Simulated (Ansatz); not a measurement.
**Point defect: Ge on a Si site in Si**

Computed with DFT PBEsol, scalar-relativistic, plane waves, PAW in Ansatz. (420 eV cutoff, 3×3×3 k-mesh, Gaussian smearing of 0.02 eV, collinear spin in charge +1, -1 alone)

Host crystal, relaxed:

```
Si
1.0
     0.00000    2.71692    2.71692
     2.71692    0.00000    2.71692
     2.71692    2.71692    0.00000
Si
2
Direct
  0.25000 0.25000 0.25000
  0.00000 0.00000 0.00000
```

Supercell of 32 atoms, rows in host cell vectors: 1 -3 1; -3 1 1; 1 1 -3. Atoms relax at the host's cell from a start displaced at random by 0.05 Å near the defect, so other minima may exist. The cell is small, so energies carry finite-size errors of tenths of an eV. The host's Kohn–Sham gap is 0.46 eV.

Starting moments were lost in some runs.

Defect: Ge on a Si site at (0.250, 0.250, 0.250) of the host cell, charge 0.

**Question.** Give the relaxed supercell.

**Answer.**
```xyz
32
Lattice="-5.4338 5.4338 -5.4338 5.4338 -5.4338 -5.4338 -5.4338 -5.4338 5.4338" Properties=species:S:1:pos:R:3 pbc="T T T"
Ge   -1.3562   -6.7845    1.3543
Si   -1.3576    1.3593   -6.7904
Si   -1.3565   -1.3505   -4.0792
Si   -4.0803   -4.0616    1.3562
Si   -1.3577   -4.0629   -1.3683
Si    1.3535   -1.3512   -1.3558
Si   -4.0681    1.3725   -4.0786
Si   -6.7903   -1.3507    1.3545
Si   -4.0682   -1.3522   -1.3553
Si   -1.3585    1.3593   -1.3681
Si   -1.3563   -1.3508    1.3544
Si   -4.0683   -4.0731   -4.0775
Si   -6.7932    1.3708   -1.3564
Si    1.3534   -1.3523   -6.8015
Si    1.3538   -4.0732   -4.0793
Si    1.3656   -6.7845   -1.3675
Si    2.6964   -2.7315   -5.4595
Si    2.7210   -5.4270   -2.7246
Si   -2.7157   -2.7060   -5.4334
Si    0.0020    0.0048   -5.4344
Si   -2.7130   -5.4309   -2.7206
Si    0.0007   -2.7064   -2.7234
Si    0.0242   -5.4031   -0.0261
Si   -2.7120    2.7275   -5.4373
Si   -5.4109   -2.7316   -2.6975
Si   -2.7165    0.0031   -2.7239
Si   -2.7119   -2.7101    0.0004
Si   -0.0014    0.0084   -0.0004
Si   -2.7387   -5.4054    2.7351
Si   -5.4370    2.7237   -2.7231
Si   -5.4356    0.0049   -0.0041
Si   -5.4366   -2.7061    2.7144
```
Around the defect: 4 Si at 2.39 Å. The run ended with a moment of 0.00 μB (no spin polarisation).